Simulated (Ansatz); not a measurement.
Molecular dynamics on a 2×2×1 supercell (16 atoms) of MgO (wurtzite), relaxed with r2SCAN. Forces come from r2SCAN in the plane-wave code Ansatz: Langevin thermostat and barostat (NPT), 1000 K, steps of 1.5 fs. Classical nuclei, no spin polarisation; a few dozen steps show the first response, not equilibrium. The structure comes from a prototype and may be hypothetical.

```yaml
crystal:
  lattice:
    - [6.5764345072, 1.0e-10, 0.0]
    - [-3.2882172536, 5.6953593495, 0.0]
    - [0.0, 0.0, 5.0343661375]
  atoms:
    - { symbol: Mg, position: [0.1666666667, 0.3333333333, -0.0098385294] }
    - { symbol: Mg, position: [0.3333333333, 0.1666666667, 0.4901614706] }
    - { symbol: O, position: [0.1666666667, 0.3333333333, 0.3848385294] }
    - { symbol: O, position: [0.3333333333, 0.1666666667, 0.8848385294] }
    - { symbol: Mg, position: [0.1666666667, 0.8333333333, -0.0098385294] }
    - { symbol: Mg, position: [0.3333333333, 0.6666666667, 0.4901614706] }
    - { symbol: O, position: [0.1666666667, 0.8333333333, 0.3848385294] }
    - { symbol: O, position: [0.3333333333, 0.6666666667, 0.8848385294] }
    - { symbol: Mg, position: [0.6666666667, 0.3333333333, -0.0098385294] }
    - { symbol: Mg, position: [0.8333333333, 0.1666666667, 0.4901614706] }
    - { symbol: O, position: [0.6666666667, 0.3333333333, 0.3848385294] }
    - { symbol: O, position: [0.8333333333, 0.1666666667, 0.8848385294] }
    - { symbol: Mg, position: [0.6666666667, 0.8333333333, -0.0098385294] }
    - { symbol: Mg, position: [0.8333333333, 0.6666666667, 0.4901614706] }
    - { symbol: O, position: [0.6666666667, 0.8333333333, 0.3848385294] }
    - { symbol: O, position: [0.8333333333, 0.6666666667, 0.8848385294] }
kpoints:
  mp_grid: { grid: [3, 3, 4] }
hamiltonian:
  xc: r2scan
scf:
  occupations: { method: fermi_dirac, width: 0.086 }
md:
  ensemble: npt_langevin
  temperature: 1000
  timestep: 1.5
  n_steps: 20
  initial_velocities: maxwell_boltzmann
  seed: 3964
```

Command: `ansatz run input.yaml --threads 4 --pin off --max-ram 3686MiB --backend cpu --events-out ev --progress --plain --runs-dir out`. It ended after 7.6 min on 4 threads of Arm Neoverse N1, on a shared host, load about 0.9 per core; peak host memory 1.3 GiB.

```tsv
step	t (fs)	T (K)	free energy F from step 0 (meV/atom)	kinetic energy (meV/atom)	pressure (GPa)	volume (Å³/atom)	largest force (eV/Å)
0	0	938	0.0	121.2	1.12	11.79	0.00
1	1.5	870	2.3	112.5	1.14	11.78	0.43
2	3	815	8.9	105.3	1.32	11.78	0.88
3	4.5	760	19.6	98.2	1.60	11.78	1.38
4	6	712	34.1	92.1	2.01	11.79	1.90
5	7.5	518	50.7	66.9	2.34	11.78	2.50
6	9	444	66.9	57.4	2.77	11.78	3.04
7	10.5	341	81.2	44.1	3.07	11.79	3.46
8	12	284	92.4	36.7	3.31	11.79	3.72
9	13.5	255	99.9	32.9	3.46	11.79	3.82
10	15	225	103.8	29.1	3.47	11.79	3.78
11	16.5	219	103.4	28.3	3.36	11.80	3.57
12	18	318	97.6	41.1	3.18	11.80	3.35
13	19.5	363	88.6	46.9	2.84	11.80	3.16
14	21	435	79.0	56.3	2.50	11.80	2.89
15	22.5	501	69.7	64.8	2.14	11.81	2.57
16	24	577	61.7	74.5	1.82	11.82	2.26
17	25.5	655	55.5	84.6	1.56	11.82	2.01
18	27	689	51.7	89.0	1.36	11.83	1.80
19	28.5	738	50.4	95.4	1.29	11.84	1.65
```

The temperature starts at 938 K, is lowest at step 11 (219 K, 16.5 fs) and ends at 738 K. The thermostat hasn't had time to restore it. The atoms start on their lattice sites with kinetic energy alone, so much of it first passes into potential energy. The job's limit cut the run after 19 of 20 steps.

Positions (Å) and forces (eV/Å) at step 19:
```
cell (Å): 6.587 0.000 0.000; -3.293 5.704 0.000; 0.000 0.000 5.042
Mg   0.072   1.995  -0.009    -0.674  -1.162  -0.499
Mg   1.607   1.041   2.501    -0.118  -1.262   0.555
O   -0.030   1.883   1.940    -0.209   0.111   0.082
O    1.693   0.918   4.510    -0.735   0.623  -0.202
Mg  -1.618   4.780  -0.059     0.021  -0.743   0.293
Mg   0.005   3.807   2.387    -0.410  -0.547   1.147
O   -1.620   4.726   2.005     0.039   1.192  -0.535
O    0.005   3.794   4.425     0.575   0.732   0.181
Mg   3.284   1.781   0.095     0.397   1.334  -0.884
Mg   4.893   0.889   2.459     0.062   0.843   0.671
O    3.202   1.920   2.029     1.035  -0.234  -0.178
O    4.944   1.041   4.490     0.517  -1.216   0.043
Mg   1.685   4.731  -0.006     0.032   0.344  -0.852
Mg   3.358   3.825   2.418    -0.767  -0.425   0.794
O    1.597   4.712   1.931     0.930   0.402   0.264
O    3.361   3.762   4.653    -0.694   0.008  -0.882
```
